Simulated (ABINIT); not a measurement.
Bi in ABINIT: the effect of potentials

The system is Bi.

```
Bi
1.0
     2.26750    1.30914    3.93800
    -2.26750    1.30914    3.93800
     0.00000   -2.61828    3.93800
Bi
2
Cartesian
  0.0000 0.0000 9.0495
  0.0000 0.0000 2.7645
```

Alike in all runs:

- Program: ABINIT 10.8.3 (patched build)
- Task: single point
- Functional: r2SCAN
- k mesh: 7 × 7 × 7
- Occupations: fermi-dirac, width 0.05 eV
- Spin: no spin polarisation

```tsv
potentials	cutoff	pressure (GPa)	largest force (eV/Å)
Ansatz PAW PBE default generated set, frozen core	490 eV	1.2	0.02
JTH PAW PBE v2.0	707 eV	?	?
SG15 NC PBE v1.2	707 eV	-0.1	0.13
PseudoDojo NC SR PBE v0.4.1 standard	1088 eV	0.4	0.06
```

What does the run with potentials JTH PAW PBE v2.0 give?

Pressure 0.8 GPa; largest force 0.04 eV/Å.

Caveats: the PAW data sets were made with another functional, which shifts forces and pressure a little (some runs); the potentials were made for another functional, which shifts forces and pressure (some runs); a meta-GGA on potentials with a model core is unreliable (some runs).
